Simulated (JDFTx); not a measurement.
# ZnS (F-43m) in JDFTx: equation of state

How stiff is ZnS in PBE, and what volume does it want? The cell is scaled to several volumes.

All numbers are computed with JDFTx 1.7.0 (patched build); they aren't measurements. Logs are shortened: lines on timing, memory, paths and dates and some standing lists are left out, and cuts for length are marked. The log counts tension as positive stress, the text compression.

**The experiment to reproduce.**

“Electronic, vibrational, and thermodynamic properties of ZnS (zincblende and rocksalt structure)”, 2009, arxiv:0911.5022 quotes, for a bulk crystal of ZnS: bulk modulus 76.9 GPa.

The runs below are set against these values where they give the same quantity.

## (1) The structure

The structure is cubic, space group F-43m (No. 216). The conventional cell has a = 5.404 Å, b = 5.404 Å, c = 5.404 Å, α = 90.00°, β = 90.00°, γ = 90.00°. Around Zn (site symmetry -43m) lie 4 S at 2.34 Å. S (site symmetry -43m) has 4 Zn at 2.34 Å as nearest neighbours.

## (2) Equation of state, PBE, 18.54 Å³/atom (volume scaled by 0.94)

ZnS.in reads:

```
lattice \
    0.0000000000     5.0018058434     5.0018058434 \
    5.0018058434     0.0000000000     5.0018058434 \
    5.0018058434     5.0018058434     0.0000000000
coords-type Lattice
ion Zn     0.7500000000     0.7500000000     0.7500000000 1
ion S      0.0000000000     0.0000000000     0.0000000000 1

ion-species pseudo/Zn.upf
ion-species pseudo/S.upf
elec-cutoff 42 336
elec-ex-corr gga-PBE
kpoint-folding 9 9 9
elec-smearing Fermi 0.0018374661
elec-n-bands 19
electronic-SCF nIterations 100 energyDiffThreshold 1e-09
electronic-minimize nIterations 30 energyDiffThreshold 1e-7
forces-output-coords Cartesian

dump-name run.$VAR
dump End Ecomponents EigStats BandEigs Kpoints Forces Stress ElecDensity Dtot KEdensity
```

Potentials or basis: PseudoDojo-SR-PBE-0.5-standard with smoothed tails.

The run is started by

```
$ jdftx -c 1 -i ZnS.in -o ZnS.out
```

The program printed:

```text
*************** JDFTx 1.7.0 (patched build) ***************

Input parsed successfully to the following command list (including defaults):
[... the input with its defaults ...]

---------- Setting up symmetries ----------

Found 48 point-group symmetries of the bravais lattice
Found 24 space-group symmetries with basis
Applied RMS atom displacement 0 bohrs to make symmetries exact.

---------- Initializing the Grid ----------
R =
[            0      5.00181      5.00181  ]
[      5.00181            0      5.00181  ]
[      5.00181      5.00181            0  ]
unit cell volume = 250.271
G =
[  -0.628092   0.628092   0.628092  ]
[   0.628092  -0.628092   0.628092  ]
[   0.628092   0.628092  -0.628092  ]
Minimum fftbox size, Smin = [  60  60  60  ]
Chosen fftbox size, S = [  60  60  60  ]

---------- Initializing tighter grid for wavefunction operations ----------
R =
[            0      5.00181      5.00181  ]
[      5.00181            0      5.00181  ]
[      5.00181      5.00181            0  ]
unit cell volume = 250.271
G =
[  -0.628092   0.628092   0.628092  ]
[   0.628092  -0.628092   0.628092  ]
[   0.628092   0.628092  -0.628092  ]
Minimum fftbox size, Smin = [  44  44  44  ]
Chosen fftbox size, S = [  48  48  48  ]

---------- Exchange Correlation functional ----------
Initalized PBE GGA exchange.
Initalized PBE GGA correlation.

---------- Setting up pseudopotentials ----------
Width of ionic core gaussian charges (only for fluid interactions / plotting) set to 0

Reading pseudopotential file 'pseudo/Zn.upf':
  'Zn' pseudopotential, 'PBE' functional
  Generated using ONCVPSP code by D. R. Hamann
  20 valence electrons, 4 orbitals, 6 projectors, 1001 radial grid points, with lMax = 2
    3S    l: 0   occupation:  2.0   eigenvalue: -4.749201
    3P    l: 1   occupation:  6.0   eigenvalue: -3.064985
    3D    l: 2   occupation: 10.0   eigenvalue: -0.372654
    4S    l: 0   occupation:  2.0   eigenvalue: -0.219719
  Core radius for overlap checks: 1.79 bohrs.

Reading pseudopotential file 'pseudo/S.upf':
  'S' pseudopotential, 'PBE' functional
  Generated using ONCVPSP code by D. R. Hamann
  6 valence electrons, 2 orbitals, 6 projectors, 1001 radial grid points, with lMax = 2
    3S    l: 0   occupation:  2.0   eigenvalue: -0.634163
    3P    l: 1   occupation:  4.0   eigenvalue: -0.257567
  Core radius for overlap checks: 1.43 bohrs.

Initialized 2 species with 2 total atoms.

Folded 1 k-points by 9x9x9 to 729 k-points.

---------- Setting up k-points, bands, fillings ----------
Adding inversion symmetry to k-mesh for non-inversion-symmetric unit cell.
Reduced to 35 k-points under symmetry.
Computing the number of bands and number of electrons
Calculating initial fillings.
nElectrons:  26.000000   nBands: 19   nStates: 35

----- Setting up reduced wavefunction bases (one per k-point) -----
average nbasis = 3253.376 , ideal nbasis = 3253.707

---------- Setting up ewald sum ----------
Optimum gaussian width for ewald sums = 2.271734 bohr.
Real space sum over 1331 unit cells with max indices [  5  5  5  ]
Reciprocal space sum over 2197 terms with max indices [  6  6  6  ]

---------- Allocating electronic variables ----------
Initializing wave functions:  linear combination of atomic orbitals
Note: number of bands (19) exceeds available atomic orbitals (14)
Zn pseudo-atom occupations:   s ( 2 2 )  p ( 6 )  d ( 10 )
S pseudo-atom occupations:   s ( 2 )  p ( 4 )
	FillingsUpdate:  mu: +0.391631599  nElectrons: 26.000000
LCAOMinimize: Iter:   0  F: -216.7543703640565695  |grad|_K:  2.591e-03  alpha:  1.000e+00
	FillingsUpdate:  mu: +0.366355154  nElectrons: 26.000000
LCAOMinimize: Iter:   1  F: -216.7794425621445100  |grad|_K:  3.890e-05  alpha:  5.746e-01  linmin: -1.053e-01  cgtest:  4.169e-01
LCAOMinimize: Encountered beta<0, resetting CG.
	FillingsUpdate:  mu: +0.366187162  nElectrons: 26.000000
LCAOMinimize: Iter:   2  F: -216.7794509339141769  |grad|_K:  9.346e-06  alpha:  8.753e-01  linmin: -1.897e-03  cgtest:  1.007e-02
	FillingsUpdate:  mu: +0.366273810  nElectrons: 26.000000
LCAOMinimize: Iter:   3  F: -216.7794512907157980  |grad|_K:  3.680e-07  alpha:  6.457e-01  linmin: -3.438e-04  cgtest: -5.760e-02
	FillingsUpdate:  mu: +0.366272991  nElectrons: 26.000000
LCAOMinimize: Iter:   4  F: -216.7794512915645839  |grad|_K:  2.120e-08  alpha:  9.971e-01  linmin:  3.246e-03  cgtest: -1.887e-02
LCAOMinimize: Converged (|Delta F|<1.000000e-06 for 2 iters).

-------- Electronic minimization -----------
Will mix electronic density at each iteration.
	FillingsUpdate:  mu: +0.366272991  nElectrons: 26.000000
	FillingsUpdate:  mu: +0.356114211  nElectrons: 26.000000
SCF: Cycle:  0   F: -216.856976890122525   dF: -7.753e-02   |Residual|: 9.809e-02   |deigs|: 1.339e-01
	FillingsUpdate:  mu: +0.348211421  nElectrons: 26.000000
SCF: Cycle:  1   F: -216.867628901364526   dF: -1.065e-02   |Residual|: 4.095e-02   |deigs|: 1.648e-02
	FillingsUpdate:  mu: +0.345740293  nElectrons: 26.000000
SCF: Cycle:  2   F: -216.868442583115581   dF: -8.137e-04   |Residual|: 1.099e-02   |deigs|: 4.009e-03
	FillingsUpdate:  mu: +0.346709187  nElectrons: 26.000000
SCF: Cycle:  3   F: -216.868467173672030   dF: -2.459e-05   |Residual|: 3.651e-03   |deigs|: 1.481e-03
	FillingsUpdate:  mu: +0.347477142  nElectrons: 26.000000
SCF: Cycle:  4   F: -216.868472796687712   dF: -5.623e-06   |Residual|: 9.191e-04   |deigs|: 1.164e-03
	FillingsUpdate:  mu: +0.347467688  nElectrons: 26.000000
SCF: Cycle:  5   F: -216.868473370122615   dF: -5.734e-07   |Residual|: 4.386e-04   |deigs|: 2.186e-04
	FillingsUpdate:  mu: +0.347587830  nElectrons: 26.000000
SCF: Cycle:  6   F: -216.868473634487373   dF: -2.644e-07   |Residual|: 6.867e-05   |deigs|: 1.703e-04
	FillingsUpdate:  mu: +0.347589905  nElectrons: 26.000000
SCF: Cycle:  7   F: -216.868473685067698   dF: -5.058e-08   |Residual|: 3.353e-05   |deigs|: 9.540e-05
	FillingsUpdate:  mu: +0.347592916  nElectrons: 26.000000
SCF: Cycle:  8   F: -216.868473704506044   dF: -1.944e-08   |Residual|: 1.055e-05   |deigs|: 9.419e-05
	FillingsUpdate:  mu: +0.347593991  nElectrons: 26.000000
SCF: Cycle:  9   F: -216.868473710412985   dF: -5.907e-09   |Residual|: 6.462e-06   |deigs|: 1.166e-04
	FillingsUpdate:  mu: +0.347594055  nElectrons: 26.000000
SCF: Cycle: 10   F: -216.868473712748965   dF: -2.336e-09   |Residual|: 2.543e-06   |deigs|: 7.025e-05
	FillingsUpdate:  mu: +0.347593944  nElectrons: 26.000000
SCF: Cycle: 11   F: -216.868473713444899   dF: -6.959e-10   |Residual|: 1.310e-06   |deigs|: 8.576e-05
	FillingsUpdate:  mu: +0.347594005  nElectrons: 26.000000
SCF: Cycle: 12   F: -216.868473713739519   dF: -2.946e-10   |Residual|: 8.999e-07   |deigs|: 2.075e-04
SCF: Converged (|Delta E|<1.000000e-09 for 2 iters).

Setting wave functions to eigenvectors of Hamiltonian

# Stress tensor in Cartesian coordinates [Eh/a0^3]:
[ -0.000237534            0            0  ]
[            0 -0.000237534            0  ]
[            0            0 -0.000237534  ]

# Ionic positions in lattice coordinates:
ion Zn   0.750000000000000   0.750000000000000   0.750000000000000 1
ion S   0.000000000000000   0.000000000000000   0.000000000000000 1

# Forces in Cartesian coordinates:
force Zn  -0.000000000000000  -0.000000000000000   0.000000000000000 1
force S   0.000000000000000   0.000000000000000  -0.000000000000000 1

# Energy components:
   Eewald =     -109.5336647269119510
       EH =       90.7598486193065952
     Eloc =     -225.3646231201795729
      Enl =      -46.6787253706369398
      Exc =      -25.6603751606633104
 Exc_core =        3.2352109259606645
       KE =       96.3738551193850412
-------------------------------------
     Etot =     -216.8684737137394904
       TS =        0.0000000000000240
-------------------------------------
        F =     -216.8684737137395189

IonicMinimize: Iter:   0  F: -216.868473713739519  |grad|_K:  9.671e-36
IonicMinimize: Converged (|grad|_K<1.000000e-04).

#--- Lowdin population analysis ---
# oxidation-state Zn +1.283
# oxidation-state S -1.063

Dumping 'run.eigStats' ...
	eMin: -4.293041 at state 0 ( [ +0.000000 +0.000000 +0.000000 ] spin 0 )
	HOMO: +0.302544 at state 0 ( [ +0.000000 +0.000000 +0.000000 ] spin 0 )
	mu  : +0.347594
	LUMO: +0.390199 at state 0 ( [ +0.000000 +0.000000 +0.000000 ] spin 0 )
	eMax: +0.822444 at state 32 ( [ +0.111111 +0.444444 -0.444444 ] spin 0 )
	HOMO-LUMO gap: +0.087655
	Optical gap  : +0.087655 at state 0 ( [ +0.000000 +0.000000 +0.000000 ] spin 0 )
Done!
[note: the Lowdin charges miss the electrons that lie outside the files' atomic orbitals]
[note: mu as printed may lie anywhere between the filled and the empty levels]
```

Run time: 2.1 min. Hardware: 1 thread of Arm Neoverse V2, shared host; peak memory 0.16 GiB.

What came out:

| Property | Result |
| --- | --- |
| Free energy | -5901.2918 eV |
| Pressure | 7.0 GPa |
| Band gap on the k mesh | 2.39 eV, direct |

## (3) Equation of state, PBE, 18.94 Å³/atom (volume scaled by 0.96)

Changes to ZnS.in since step 2:

```diff
@@ -1,5 +1,5 @@
 lattice \
-    0.0000000000     5.0018058434     5.0018058434 \
-    5.0018058434     0.0000000000     5.0018058434 \
-    5.0018058434     5.0018058434     0.0000000000
+    0.0000000000     5.0370309888     5.0370309888 \
+    5.0370309888     0.0000000000     5.0370309888 \
+    5.0370309888     5.0370309888     0.0000000000
 coords-type Lattice
```

Potentials or basis: PseudoDojo-SR-PBE-0.5-standard with smoothed tails.

The run is started by

```
$ jdftx -c 1 -i ZnS.in -o ZnS.out
```

Wall time 2.2 min (1 thread of Arm Neoverse V2, shared host); peak memory 0.16 GiB.

It converged, with:

```yaml
Free_energy: -5901.3212 eV
Pressure: 5.0 GPa
Band_gap_on_the_k_mesh: 2.29 eV, direct
```

[end of part 1 of 2]
